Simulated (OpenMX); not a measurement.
## InPd in OpenMX: the effect of biaxial strain

Crystal: InPd.

```
In Pd
1.0
     3.14101    0.00000    0.00000
     0.00000    3.14101    0.00000
     0.00000    0.00000    3.27188
In Pd
1 1
Direct
  0.00000 0.00000 0.00000
  0.50000 0.50000 0.50000
```

The cell comes from a database or a generator and needn't be the stable form of this composition.

Alike in all runs:

| Quantity | Value |
| --- | --- |
| Program | OpenMX 3.8.5 |
| Task | single point |
| Functional | PBE |
| Potentials or basis | OpenMX 2013 PBE set, In7.0-s3p2d2, Pd7.0-s3p2d2, grid cutoff 500 Ry |
| k mesh | 7 × 7 × 7 |
| Occupations | fermi-dirac, width 0.05 eV |
| Spin | no spin polarisation |

```tsv
biaxial strain	pressure (GPa)
-4 %	21.4
-2 %	13.2
0 %	?
2 %	1.7
4 %	-2.5
```

Q: What does the run with biaxial strain 0 % give?

A: Pressure 6.8 GPa.

Worked out: A parabola through the other rows of the pressure, of slope -2.97 GPa per % there, gives 6.8 GPa, against the run's 6.8.

Caveats: the basis of atomic orbitals isn't converged, which shifts pressures, moduli and gaps.
